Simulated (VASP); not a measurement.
# BAs: optical spectrum with PBE

The system is BAs.

```
CELL_PARAMETERS angstrom
2.93437 0.00000 0.00000
0.00000 2.93437 0.00000
0.00000 0.00000 2.93437
ATOMIC_POSITIONS crystal
B 0.50000 0.50000 0.50000
As 0.00000 0.00000 0.00000
```

The cell was built by a generator and needn't be a form met in nature.

- Program: VASP 6.6.1
- Task: optical spectrum
- Functional: PBE
- Potentials or basis: VASP PAW PBE potentials, release 64 (B, As)
- Cutoff: 520 eV
- k mesh: 9 × 9 × 9
- Occupations: gaussian, width 0.02 eV
- Spin: no spin polarisation
- Further INCAR settings: ALGO = Fast; EDIFF = 1e-06; NBANDS = 28

The pressure is 0.2 GPa and the band gap on the k mesh is none (metal or under the smearing width).

Levels at points of the mesh, in eV from the Fermi level:
| k point | band 1 | band 2 | band 3 | band 4 | band 5 | band 6 | band 7 | band 8 |
| --- | --- | --- | --- | --- | --- | --- | --- | --- |
| (0.00, 0.00, 0.00) | -15.60 | -0.69 | -0.69 | -0.69 | -0.08 | 5.81 | 5.81 | 9.48 |

Dielectric function (mean over the directions given):
```
energy (eV)  real part  imaginary part
       0.31      51.55            0.00
       0.78      94.22            0.00
       1.24     -78.85            0.01
       1.79      -9.23           35.40
       2.25     -17.36           50.85
       2.80      -5.02            0.01
       3.26      -8.56            9.90
       3.81      -5.28            4.27
       4.27      -2.97            2.65
       4.82      -1.37            0.22
       5.28      -1.51            0.05
       5.82      -0.09            2.55
       6.29      -1.34            0.39
       6.83      -1.23            0.46
       7.30      -1.51            0.14
       7.84      -0.45            0.13
       8.31      -0.21            0.79
       8.85      -0.05            1.06
       9.32       0.84            0.51
       9.86      -0.51            0.61
      10.33      -0.72            0.08
      10.87      -0.35            3.56
      11.34       0.03            0.24
      11.88       0.05            0.08
      12.35      -0.08            0.03
      12.89       0.33            0.31
      13.36       0.28            0.34
      13.90       0.55            0.43
      14.37       0.31            0.00
      14.91       0.65            0.44
      15.38       0.47            0.85
      15.92       0.70            0.08
      16.39       0.43            0.78
      16.93       0.41            0.16
      17.40       0.46            0.14
      17.94       0.43            0.18
      18.41       0.52            0.41
      18.95       0.44            0.10
      19.42       0.58            0.18
      19.96       0.57            0.15
```

It took 7.1 s on 1 thread of Intel(R) Xeon(R) 6975P-C (Granite Rapids) (shared host), peak memory 0.16 GiB.

Caveat: spectra need much finer meshes, so this one isn't converged; independent-particle spectra lack excitons; the intraband (Drude) part of a metal's response may be missing.
